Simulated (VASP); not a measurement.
Write the native input for VASP 6.6.1 that does the following.

```yaml
Task: relaxation of cell and atoms
Functional: PBEsol
Potentials_or_basis: VASP PAW PBE potentials, release 64 (Sn_d)
Cutoff: 600 eV
k_mesh: 10 × 10 × 10
Occupations: gaussian, width 0.03 eV
Spin: no spin polarisation
Further_INCAR_settings: ALGO = Normal; EDIFF = 1e-06; IBRION = 2; EDIFFG = -0.01; NSW = 90; ISIF = 3
```

The structure of Sn lies in POSCAR:

```
Sn
1.0
    0.0000000000      3.2333428000      3.2333428000
    3.2333428000      0.0000000000      3.2333428000
    3.2333428000      3.2333428000      0.0000000000
Sn
2
Direct
    0.0000000000      0.0000000000      0.0000000000
    0.2500000000      0.2500000000      0.2500000000
```

This isn't the form of Sn at room conditions, which is tetragonal (white tin).

One way to write it, as run:

INCAR

```
SYSTEM = Sn
PREC     = Accurate       ! precision mode
ENCUT    = 600            ! plane-wave cutoff, eV
EDIFF    = 1E-6           ! SCF threshold, eV
ISMEAR   = 0              ! smearing method
SIGMA    = 0.03           ! smearing width, eV
LREAL    = .FALSE.        ! projectors in reciprocal space
LASPH    = .TRUE.         ! aspherical terms in the spheres
NELM     = 80             ! most SCF steps
ALGO     = Normal         ! electronic algorithm
ISIF     = 3              ! what is computed and relaxed
LWAVE    = .FALSE.        ! write WAVECAR
LCHARG   = .FALSE.        ! write CHGCAR
GGA      = PS             ! functional
IBRION   = 2              ! ionic algorithm
NSW      = 90             ! ionic steps
EDIFFG   = -0.01          ! ionic threshold
KPAR     = 4
```

KPOINTS

```
regular mesh
0
G
  10 10 10
  0 0 0
```

Potentials or basis: VASP PAW PBE potentials, release 64 (Sn_d).

Launch:

```console
$ cat potpaw_PBE.64/Sn_d/POTCAR > POTCAR
$ mpirun -np 4 vasp_std > vasp.out
```

It gave:

| Item | Value |
| --- | --- |
| Relaxed volume | 34.92 Å³/atom |
| Relaxed cell | a = 4.622 Å, b = 4.622 Å, c = 4.622 Å, α = 60.00°, β = 60.00°, γ = 60.00° |
| Space group after relaxing (to 0.05 Å) | Fd-3m (No. 227) |
| Energy gained by relaxing | 4.9 meV/atom |
| Ionic steps | 3 |
| Pressure after relaxing | 0.0 GPa |
| Band gap on the k mesh | none (metal or under the smearing width) |

Caveat: the PAW data sets were made with another functional, which shifts forces and pressure a little.

It took 41 s on 4 MPI ranks on Intel(R) Xeon(R) Platinum 8375C CPU @ 2.90GHz (Ice Lake), with other jobs on the host, peak memory 0.28 GiB a rank.
